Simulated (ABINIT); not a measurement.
# MgO (Fm-3m) in ABINIT: further runs

One crystal, MgO, is run at these levels: TB-mBJ, r2SCAN; tasks: band structure, equation of state.

Program: ABINIT 10.8.3 (patched build). These are calculated values, not measurements. Logs are shortened: lines on timing, memory, paths and dates and some standing lists are left out, and cuts for length are marked. The log counts tension as positive stress, the text compression.

**The experiment to reproduce.**

“Electronic structure of alkaline earth and post-transition metal oxides”, 2009, arxiv:0908.1581 quotes, for a bulk crystal of MgO: band gap 7.83 eV.

How close the calculation comes is told below.

## (1) Starting point

The structure is cubic, space group Fm-3m (No. 225). Conventional cell: a = 4.194 Å, b = 4.194 Å, c = 4.194 Å, α = 90.00°, β = 90.00°, γ = 90.00°. Mg (site symmetry m-3m) is surrounded by 6 O at 2.10 Å. O (site symmetry m-3m) has 6 Mg at 2.10 Å as nearest neighbours.

The cell is a database's computed one.

## (2) Band structure, TB-mBJ

File run.abi:

```
# Datasets: ground state, then fixed potential
ndtset 2

# Pseudopotentials
pp_dirpath "./"
pseudos "Mg.LDA_PW-JTH.xml, O.LDA_PW-JTH.xml"

# Structure
acell 3*1.0 Angstrom
rprim
     0.0000000000     2.0970013927     2.0970013927
     2.0970013927     0.0000000000     2.0970013927
     2.0970013927     2.0970013927     0.0000000000
ntypat 2
znucl 12 8
natom 2
typat 1 2
xred
     0.0000000000     0.0000000000     0.0000000000
     0.5000000000     0.5000000000     0.5000000000

# Plane-wave basis
ecut 28.0
pawecutdg 50.0

# Exchange and correlation
ixc -208012
usekden 1
pawxcdev 0

# Bands and occupations
occopt 3
tsmear 0.00183747

# SCF cycle
nstep 100
diemix 0.3
optforces 0
optstress 0

# Output
iomode 3
prtwf 0
prteig 0
prtebands 0
enunit 1
prtden1 1
prtkden1 1

# Dataset 1
kptopt1 1
ngkpt1 11 11 11
nshiftk1 1
shiftk1 0.0 0.0 0.0
nband1 12
tolvrs1 1.0e-7

# Dataset 2: bands along G-X-W-K-G-L-U-W-L-K
iscf2 -2
getden2 1
getkden2 1
nband2 18
nbdbuf2 4
tolwfr2 1.0e-11
kptopt2 -9
ndivsm2 6
prteig2 1
kptbounds2
     0.0000000000     0.0000000000     0.0000000000
     0.5000000000     0.0000000000     0.5000000000
     0.5000000000     0.2500000000     0.7500000000
     0.3750000000     0.3750000000     0.7500000000
     0.0000000000     0.0000000000     0.0000000000
     0.5000000000     0.5000000000     0.5000000000
     0.6250000000     0.2500000000     0.6250000000
     0.5000000000     0.2500000000     0.7500000000
     0.5000000000     0.5000000000     0.5000000000
     0.3750000000     0.3750000000     0.7500000000
```

Potentials or basis: JTH PAW LDA v2.0.

The run is started by

```sh
$ abinit run.abi > log 2>&1
```

run.abo:

```text
.Version 10.8.3 of ABINIT
 DATASET    1 : space group Fm -3 m (#225); Bravais cF (face-center cubic)
================================================================================
 Values of the parameters that define the memory need for DATASET  1.
     intxc =       0    ionmov =       0      iscf =       7    lmnmax =       8
     lnmax =       4     mgfft =      30  mpssoang =       2    mqgrid =    3001
     natom =       2  nloc_mem =       2    nspden =       1   nspinor =       1
    nsppol =       1      nsym =      48    n1xccc =       1    ntypat =       2
    occopt =       3   xclevel =       2
       mpw =         903          nfft =       27000          nkpt =          56
 PAW method is used; the additional fine FFT grid is defined by:
   mgfftf=        36    nfftf =     46656
================================================================================
================================================================================

 DATASET    2 : space group Fm -3 m (#225); Bravais cF (face-center cubic)
================================================================================
 Values of the parameters that define the memory need for DATASET  2.
     intxc =       0    ionmov =       0      iscf =      -2    lmnmax =       8
     lnmax =       4     mgfft =      30  mpssoang =       2    mqgrid =    3001
     natom =       2  nloc_mem =       2    nspden =       1   nspinor =       1
    nsppol =       1      nsym =      48    n1xccc =       1    ntypat =       2
    occopt =       3   xclevel =       2
       mpw =         903          nfft =       27000          nkpt =         103
 PAW method is used; the additional fine FFT grid is defined by:
   mgfftf=        36    nfftf =     46656
================================================================================
================================================================================

--------------------------------------------------------------------------------
------------- Echo of variables that govern the present computation ------------
--------------------------------------------------------------------------------
 -outvars: echo values of preprocessed input variables --------
            acell      1.8897261259E+00  1.8897261259E+00  1.8897261259E+00 Bohr
              amu      2.43050000E+01  1.59994000E+01
           diemix      3.00000000E-01
             ecut      2.80000000E+01 Hartree
           enunit           1
           getden1          0
           getden2          1
          getkden1          0
          getkden2          1
             iscf1          7
             iscf2         -2
                       outvar_i_n : Printing only first  50 k-points.
              ixc     -208012
           jdtset        1    2
                       outvar_i_n : Printing only first  50 k-points.
           kptopt1          1
           kptopt2         -9
         kptrlatt       11    0    0      0   11    0      0    0   11
[... 1047 lines left out ...]
force_length_stats: {min: null, max: null, mean: null, }
...

 Integrated electronic density in atomic spheres:
 ------------------------------------------------
 Atom  Sphere_radius  Integrated_density
    1        1.90158          8.22921656
    2        1.41465          4.74264872

================================================================================

 ----iterations are completed or convergence reached----

 Mean square residual over all n,k,spin=   34.282E-13; max=  99.639E-13
 reduced coordinates (array xred) for    2 atoms
       0.000000000000      0.000000000000      0.000000000000
       0.500000000000      0.500000000000      0.500000000000

 cartesian coordinates (angstrom) at end:
    1      0.00000000000000     0.00000000000000     0.00000000000000
    2      2.09700139270000     2.09700139270000     2.09700139270000
 length scales=  1.889726125908  1.889726125908  1.889726125908 bohr
              =  1.000000000000  1.000000000000  1.000000000000 angstroms
 Eigenvalues (   eV  ) for nkpt= 103  k points:
 kpt#   1, nband= 18, wtk=  1.00000, kpt=  0.0000  0.0000  0.0000 (reduced coord)
 -69.01974  -32.81999  -32.81999  -32.81999  -11.94435    6.41867    6.41867    6.41867
  13.48834   24.85156   24.85156   24.85156   29.10178   30.42908   30.42908   34.92530
  34.92530   34.92530
 kpt#   2, nband= 18, wtk=  1.00000, kpt=  0.0294  0.0000  0.0294 (reduced coord)
 -69.01968  -32.82059  -32.82019  -32.82019  -11.93396    6.36466    6.40682    6.40682
  13.55760   24.65499   24.88418   24.88418   29.35723   30.24331   30.45597   34.96927
  34.96927   35.09142
 kpt#   3, nband= 18, wtk=  1.00000, kpt=  0.0588  0.0000  0.0588 (reduced coord)
 -69.01948  -32.82235  -32.82078  -32.82078  -11.90314    6.20999    6.37200    6.37200
  13.75795   24.16818   24.98075   24.98075   29.75501   30.02065   30.53654   35.10152
  35.10152   35.52016
 kpt#   4, nband= 18, wtk=  1.00000, kpt=  0.0882  0.0000  0.0882 (reduced coord)
 -69.01916  -32.82517  -32.82175  -32.82175  -11.85299    5.97454    6.31589    6.31589
  14.07019   23.55090   25.13761   25.13761   29.08691   30.67046   30.93227   35.32306
  35.32306   36.08670
 kpt#   5, nband= 18, wtk=  1.00000, kpt=  0.1176  0.0000  0.1176 (reduced coord)
[... 381 lines left out ...]
  18.89523   21.23043   22.26005   26.95137   28.48997   32.93615   36.85369   38.28536
  38.30135   41.20382
 kpt# 101, nband= 18, wtk=  1.00000, kpt=  0.4000  0.4000  0.7000 (reduced coord)
 -69.01240  -32.87222  -32.85657  -32.83523  -10.75715    3.39803    4.16931    5.50217
  19.11050   21.21567   21.89788   27.24735   28.07625   33.26018   37.14254   38.10371
  38.43534   42.11566
 kpt# 102, nband= 18, wtk=  1.00000, kpt=  0.3875  0.3875  0.7250 (reduced coord)
 -69.01223  -32.86912  -32.86019  -32.83660  -10.73985    3.49236    4.05378    5.45226
  19.17148   21.24558   21.62535   27.49139   27.81762   33.71561   37.05115   37.87220
  38.66643   43.18429
 kpt# 103, nband= 18, wtk=  1.00000, kpt=  0.3750  0.3750  0.7500 (reduced coord)
 -69.01213  -32.86926  -32.85989  -32.83777  -10.73175    3.44166    4.12900    5.41203
  19.12238   21.08776   21.61147   27.67346   27.72109   34.28974   36.79396   37.60333
  38.90282   43.88517

== END DATASET(S) ==============================================================
================================================================================

 -outvars: echo values of variables after computation  --------
            acell      1.8897261259E+00  1.8897261259E+00  1.8897261259E+00 Bohr
           etotal1    -6.7385584961E+01
            fcart1     9.9999999999E+99  9.9999999999E+99  9.9999999999E+99
                       9.9999999999E+99  9.9999999999E+99  9.9999999999E+99
            rprim      0.0000000000E+00  2.0970013927E+00  2.0970013927E+00
                       2.0970013927E+00  0.0000000000E+00  2.0970013927E+00
                       2.0970013927E+00  2.0970013927E+00  0.0000000000E+00
           strten1     9.9999999999E+99  9.9999999999E+99  9.9999999999E+99
                       9.9999999999E+99  9.9999999999E+99  9.9999999999E+99
           xangst      0.0000000000E+00  0.0000000000E+00  0.0000000000E+00
                       2.0970013927E+00  2.0970013927E+00  2.0970013927E+00
             xred      0.0000000000E+00  0.0000000000E+00  0.0000000000E+00
                       5.0000000000E-01  5.0000000000E-01  5.0000000000E-01
 Calculation completed.
```

Wall time 4.4 min (1 thread of Arm Neoverse V2, shared host); peak memory 0.13 GiB.

What came out:

* Band gap on the k mesh: 7.07 eV, direct
* Band gap along the path: 7.07 eV, direct
* Valence electrons inside the program's atomic spheres: Mg 8.23; O 4.74

Levels at the corners of the path, in eV from the valence-band top:
```csv
point,band 6,band 7,band 8,band 9,band 10,band 11
Γ,0.00,0.00,0.00,7.07,18.43,18.43
X,-3.50,-1.19,-1.19,11.83,12.87,15.85
W,-2.51,-2.51,-1.50,14.24,14.24,15.14
K,-2.98,-2.29,-1.01,12.70,14.67,15.19
Γ,0.00,0.00,0.00,7.07,18.43,18.43
L,-3.95,-0.57,-0.57,10.36,15.43,18.94
U,-2.98,-2.29,-1.01,12.70,14.67,15.19
W,-2.51,-2.51,-1.50,14.24,14.24,15.14
L,-3.95,-0.57,-0.57,10.36,15.43,18.94
K,-2.98,-2.29,-1.01,12.70,14.67,15.19
```

Caveat: the constant c of TB-mBJ comes from the pseudo density here, which moves gaps by up to 0.3 eV between sets of potentials; the PAW data sets were made with another functional, which shifts forces and pressure a little.

## (3) Equation of state, r2SCAN

File run.abi:

```
# Datasets: one volume each
ndtset 7
getwfk -1
scalecart1 3*0.9795861087
scalecart2 3*0.9864848297
scalecart3 3*0.9932883884
scalecart4 3*1.0000000000
scalecart5 3*1.0066227096
scalecart6 3*1.0131594038
scalecart7 3*1.0196128224

# Pseudopotentials
pp_dirpath "./"
pseudos "Mg.GGA_PBE-JTH.xml, O.GGA_PBE-JTH.xml"

# Structure
acell 3*1.0 Angstrom
rprim
     0.0000000000     2.0970013927     2.0970013927
     2.0970013927     0.0000000000     2.0970013927
     2.0970013927     2.0970013927     0.0000000000
ntypat 2
znucl 12 8
natom 2
typat 1 2
xred
     0.0000000000     0.0000000000     0.0000000000
     0.5000000000     0.5000000000     0.5000000000

# Plane-wave basis
ecut 28.0
pawecutdg 50.0

# k points
kptopt 1
ngkpt 11 11 11
nshiftk 1
shiftk 0.0 0.0 0.0

# Exchange and correlation
ixc -497498
usekden 1
pawxcdev 0

# Bands and occupations
nband 12
occopt 3
tsmear 0.00183747

# SCF cycle
nstep 100
tolvrs 1.0e-7

# Output
iomode 3
prtwf 1
prtden 0
prteig 0
prtebands 0
enunit 1
```

Potentials or basis: JTH PAW PBE v2.0.

The run is started by

```sh
$ abinit run.abi > log 2>&1
```

Wall time 5.1 min (1 thread of Arm Neoverse V2, shared host); peak memory 0.15 GiB.

It converged, with:

```yaml
Equilibrium_volume: 9.35 Å³/atom
Bulk_modulus: 166 GPa
Pressure_derivative_of_the_bulk_modulus: "4.0 (rough: it moves with the points fitted)"
```

Energy against volume, from the lowest point:
```csv
volume (Å³/atom),energy (meV/atom)
8.668,28.94
8.853,14.72
9.037,5.50
9.221,0.70
9.406,0.00
9.590,2.73
9.775,9.05
```

Caveat: pressures at fixed basis lie under the slope of the energies; the PAW data sets were made with another functional, which shifts forces and pressure a little.

## (4) How close it comes

Step 2. Against the measured gap of MgO, 7.83 eV (quoted in “Electronic structure of alkaline earth and post-transition metal oxides”, 2009, arxiv:0908.1581), the calculated 7.07 eV is off by -0.76 eV. The value is that of TB-mBJ, without temperature or zero-point motion. The cell is a database's relaxed one, not the measured one, which moves gaps too.
